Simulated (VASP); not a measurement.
# Si (Fd-3m) in VASP: a series of runs

The runs below take Si through single point, relaxation of cell and atoms, with PBE+D3(BJ).

Everything below comes from runs of VASP 6.6.1. Logs are shortened: lines on timing, memory, paths and dates and some standing lists are left out, and cuts for length are marked.

## 1. The structure

It takes space group Fd-3m (No. 227, cubic). The conventional cell has a = 5.422 Å, b = 5.422 Å, c = 5.422 Å, α = 90.00°, β = 90.00°, γ = 90.00°. Si (site symmetry -43m) has 4 Si at 2.35 Å as nearest neighbours.

## 2. Single point, PBE+D3(BJ)

Contents of INCAR:

```
PREC     = Accurate       # precision mode
ENCUT    = 520            # plane-wave cutoff, eV
EDIFF    = 1E-6           # SCF threshold, eV
ISMEAR   = 0              # smearing method
SIGMA    = 0.02           # smearing width, eV
LREAL    = False          # projectors in reciprocal space
LASPH    = True           # aspherical terms in the spheres
NELM     = 100            # most SCF steps
ALGO     = Normal         # electronic algorithm
ISIF     = 2              # what is computed and relaxed
LWAVE    = False          # write WAVECAR
LCHARG   = False          # write CHGCAR
GGA      = PE             # functional
IVDW     = 12             # dispersion correction
NBANDS   = 11             # bands
```

Contents of KPOINTS:

```
regular mesh
0
Gamma
  12 12 12
```

Contents of POSCAR:

```
Si
1.0
    0.0000000000      2.7107614483      2.7107614483
    2.7107614483      0.0000000000      2.7107614483
    2.7107614483      2.7107614483      0.0000000000
Si
2
Direct
    0.7500000000      0.7500000000      0.7500000000
    0.5000000000      0.5000000000      0.5000000000
```

Potentials or basis: VASP PAW PBE potentials, release 64 (Si).

The run is started by

```bash
cat potpaw_PBE.64/Si/POTCAR > POTCAR
mpirun -np 1 vasp_std > vasp.out
```

OUTCAR:

```text
PREC = Accurate
   ENCUT = 520
   EDIFF = 1E-6
   ISMEAR = 0
   LREAL = False
   LASPH = True
   NELM = 100
   ISIF = 2
   GGA = PE
   IVDW = 12
 IVDW          = 12

 ion  position               nearest neighbor table
   1  0.750  0.750  0.750-   2 2.35   2 2.35   2 2.35   2 2.35
   2  0.500  0.500  0.500-   1 2.35   1 2.35   1 2.35   1 2.35

  LATTYP: Found a face centered cubic cell.
 ALAT       =     5.4215228966

  Lattice vectors:

 A1 = (   0.0000000000,   2.7107614483,   2.7107614483)
 A2 = (   2.7107614483,   0.0000000000,   2.7107614483)
 A3 = (   2.7107614483,   2.7107614483,   0.0000000000)

Analysis of symmetry for initial positions (statically):
=====================================================================
 Subroutine PRICEL returns:
 Original cell was already a primitive cell.

 Routine SETGRP: Setting up the symmetry group for a
 face centered cubic supercell.

 Subroutine GETGRP returns: Found 48 space group operations
 (whereof 24 operations were pure point group operations)
 out of a pool of 48 trial point group operations.

The static configuration has the point symmetry T_d .
 The point group associated with its full space group is O_h .

Analysis of symmetry for dynamics (positions and initial velocities):
=====================================================================
 Subroutine PRICEL returns:
 Original cell was already a primitive cell.

 Routine SETGRP: Setting up the symmetry group for a
 face centered cubic supercell.

 Subroutine GETGRP returns: Found 48 space group operations
 (whereof 24 operations were pure point group operations)
 out of a pool of 48 trial point group operations.

The dynamic configuration has the point symmetry T_d .
 The point group associated with its full space group is O_h .

 Subroutine INISYM returns: Found 48 space group operations
 (whereof 24 operations are pure point group operations),
 and found     1 'primitive' translations

----------------------------------------------------------------------------------------

                                     Primitive cell

  volume of cell :      39.8386

  direct lattice vectors                    reciprocal lattice vectors
     0.000000000  2.710761448  2.710761448    -0.184450019  0.184450019  0.184450019
     2.710761448  0.000000000  2.710761448     0.184450019 -0.184450019  0.184450019
     2.710761448  2.710761448  0.000000000     0.184450019  0.184450019 -0.184450019

  length of vectors
     3.833595605  3.833595605  3.833595605     0.319476804  0.319476804  0.319476804

  position of ions in fractional coordinates (direct lattice)
     0.750000000  0.750000000  0.750000000
     0.500000000  0.500000000  0.500000000

[... 90 lines left out ...]
   EFERMI =   0.00;   METHOD = LEGACY
   ISMEAR =     0;   SIGMA  =   0.02  broadening in eV -4-tet -1-fermi 0-gaus
   EFERMI_NEDOS =   21; number of points for ismear=-14 and -15
   IALGO  =     38    algorithm
   IMIX   =      4    mixing-type and parameters
     AMIX     =   0.40;   BMIX     =  1.00
     AMIX_MAG =   1.60;   BMIX_MAG =  1.00
  volume/ion in A,a.u.               =      19.92       134.42
  Fermi-wavevector in a.u.,A,eV,Ry     =   0.958672  1.811628 12.504470  0.919053
  Thomas-Fermi vector in A             =   2.087800
   LORBIT       =      0    0 simple, 1 ext, 2 COOP (PROOUT), +10 PAW based schemes
   GGA     = PE    functional components
   LHFCALC =     F    Hartree Fock is set to
   AEXX    =    0.0000 exact exchange contribution
   IVDW    =    12    specifies the selected vdW correction
   LEPSILON=     F    determine dielectric tensor
   LRPA    =     F    only Hartree local field effects (RPA)
 non-spin polarized calculation
 Gauss-broadening in eV      SIGMA  =   0.02
  energy-cutoff  :      520.00
  volume of cell :       39.84
 maximum number of plane-waves:      1090
 NGX is ok and might be reduce to    30
   NGX = 15   NGY = 15   NGZ = 15

 number of electron       8.0000000 magnetization

 Free energy of the ion-electron system (eV)
  ---------------------------------------------------
  ext. energy  EPLUGINS =         0.00000000
  ---------------------------------------------------
  free energy    TOTEN  =       -10.84194106 eV

  energy without entropy =      -10.84194106  energy(sigma->0) =      -10.84194106

 E-fermi :   6.0241     XC(G=0):  -9.4293

 val. band max:        5.8769287864   @ k =   0.0000   0.0000   0.0000
 cond. band min:       6.4407400890   @ k =   0.4167   0.4167   0.0000
 fundamental gap:      0.5638113026
 Fermi energy:         6.0241483985

 k-point     1 :       0.0000    0.0000    0.0000
  band No.  band energies     occupation
      1      -6.1153      2.00000
      2       5.8769      2.00000
      3       5.8769      2.00000
      4       5.8769      2.00000
      5       8.4450      0.00000
      6       8.4450      0.00000
      7       8.4450      0.00000
      8       9.3093      0.00000
      9      13.5998      0.00000
     10      13.5998      0.00000
     11      13.8567      0.00000
[... 309 lines left out ...]
 k-point    24 :      -0.4167    0.1667    0.0000
  band No.  band energies     occupation
      1      -3.4964      2.00000
      2      -0.9049      2.00000
      3       2.8776      2.00000
      4       4.2800      2.00000
      5       8.0682      0.00000
      6       9.9584      0.00000
      7      10.2765      0.00000
      8      13.8761      0.00000
      9      14.4597      0.00000
     10      14.6739      0.00000
     11      17.0714      0.00000

 [... further k-points ...]

------------------------ aborting loop because EDIFF is reached ----------------------------------------

 Edisp (eV)   -0.63148

 E8    (eV) :    -0.2618

  FORCE on cell =-STRESS in cart. coord.  units (eV):
  Direction    XX          YY          ZZ          XY          YZ          ZX
  --------------------------------------------------------------------------------------
  -------------------------------------------------------------------------------------
  Total      -0.01984    -0.01984    -0.01984    -0.00000     0.00000     0.00000
  in kB      -0.79780    -0.79780    -0.79780    -0.00000     0.00000     0.00000
  external pressure =       -0.80 kB  Pullay stress =        0.00 kB

 VOLUME and BASIS-vectors are now :
 -----------------------------------------------------------------------------
  energy-cutoff  :      520.00
  volume of cell :       39.84
      direct lattice vectors                 reciprocal lattice vectors
     0.000000000  2.710761448  2.710761448    -0.184450019  0.184450019  0.184450019
     2.710761448  0.000000000  2.710761448     0.184450019 -0.184450019  0.184450019
     2.710761448  2.710761448  0.000000000     0.184450019  0.184450019 -0.184450019

 POSITION                                       TOTAL-FORCE (eV/Angst)
 -----------------------------------------------------------------------------------
      4.06614      4.06614      4.06614         0.000000      0.000000      0.000000
      2.71076      2.71076      2.71076        -0.000000     -0.000000     -0.000000
 -----------------------------------------------------------------------------------
    total drift:                                0.000000     -0.000000     -0.000000

  FREE ENERGIE OF THE ION-ELECTRON SYSTEM (eV)
  ---------------------------------------------------
  free  energy   TOTEN  =       -11.4734258545 eV

  energy  without entropy=      -11.4734258545  energy(sigma->0) =      -11.47342585
```

OSZICAR:

```text
N       E                     dE             d eps       ncg     rms          rms(c)
DAV:   1     0.798828880902E+01    0.79883E+01   -0.32229E+03  1584   0.586E+02
DAV:   2    -0.104711727477E+02   -0.18459E+02   -0.17731E+02  2117   0.848E+01
DAV:   3    -0.110209099880E+02   -0.54974E+00   -0.54862E+00  2038   0.129E+01
DAV:   4    -0.110249528785E+02   -0.40429E-02   -0.40425E-02  1899   0.142E+00
DAV:   5    -0.110249937762E+02   -0.40898E-04   -0.40897E-04  2011   0.132E-01    0.491E+00
DAV:   6    -0.108981145766E+02    0.12688E+00   -0.72735E-02  1776   0.111E+00    0.300E+00
DAV:   7    -0.108404661858E+02    0.57648E-01   -0.13929E-01  1790   0.165E+00    0.188E-01
DAV:   8    -0.108417133080E+02   -0.12471E-02   -0.60929E-03  1811   0.421E-01    0.815E-02
DAV:   9    -0.108419151323E+02   -0.20182E-03   -0.19181E-04  1984   0.853E-02    0.602E-02
DAV:  10    -0.108419405649E+02   -0.25433E-04   -0.22043E-05  1903   0.271E-02    0.602E-03
DAV:  11    -0.108419410617E+02   -0.49679E-06   -0.20325E-06  1907   0.742E-03
   1 F= -.11473426E+02 E0= -.11473426E+02  d E =-.575711E-28
```

Wall time 16 s (1 thread of AMD EPYC 9R45 (Zen 5), shared host); peak memory 0.15 GiB.

Results:

```
Free energy                : -11.4734 eV
Pressure                   : -0.1 GPa
Band gap on the k mesh     : 0.56 eV, indirect (least direct gap 2.57 eV)
Dispersion energy per atom : -0.316 eV
```

A k mesh can miss the band edges.

## 3. Relaxation of cell and atoms, PBE+D3(BJ)

Contents of INCAR:

```
SYSTEM = Si
ALGO = Normal
EDIFF = 1E-7
EDIFFG = -0.005
ENCUT = 600
GGA = PE
IBRION = 2
ISIF = 3
ISMEAR = 0
IVDW = 12
LASPH = .True.
LCHARG = .False.
LREAL = .False.
LWAVE = .False.
NELM = 100
NSW = 100
PREC = Accurate
SIGMA = 0.02
```

Contents of KPOINTS:

```
k-points
0
Gamma
  12 12 12
  0 0 0
```

POSCAR is that of step 2.

Potentials or basis: VASP PAW PBE potentials, release 64 (Si).

The run is started by

```bash
cat potpaw_PBE.64/Si/POTCAR > POTCAR
mpirun -np 1 vasp_std > vasp.out
```

Run time: 31 s. Hardware: 1 thread of AMD EPYC 9R45 (Zen 5), shared host; peak memory 0.16 GiB.

It converged, with:

* Free energy: -11.4736 eV
* Relaxed volume: 19.90 Å³/atom
* Relaxed cell: a = 3.832 Å, b = 3.832 Å, c = 3.832 Å, α = 60.00°, β = 60.00°, γ = 60.00°
* Space group after relaxing (to 0.05 Å): Fd-3m (No. 227)
* Energy gained by relaxing: 0.0 meV/atom
* Ionic steps: 3
* Pressure after relaxing: 0.0 GPa
* Band gap on the k mesh: 0.56 eV, indirect (least direct gap 2.57 eV)
* Dispersion energy per atom: -0.316 eV

Final structure:
```
Si
1.0
     0.00000    2.70995    2.70995
     2.70995    0.00000    2.70995
     2.70995    2.70995    0.00000
Si
2
Direct
  0.75000 0.75000 0.75000
  0.50000 0.50000 0.50000
```

Levels at points of the mesh, in eV from the valence-band top:
```csv
k point,band 1,band 2,band 3,band 4,band 5,band 6,band 7,band 8
"(0.00, 0.00, 0.00)",-12.00,0.00,0.00,0.00,2.57,2.57,2.57,3.44
"(0.50, 0.00, 0.00)",-9.65,-6.99,-1.20,-1.20,1.56,3.34,3.34,7.74
"(0.50, 0.50, 0.00)",-7.83,-7.83,-2.86,-2.86,0.70,0.70,10.17,10.17
```

A k mesh can miss the band edges. A hybrid or GW would open this gap; PBE tends to underestimate it.

(Continued in part 2 of 2.)
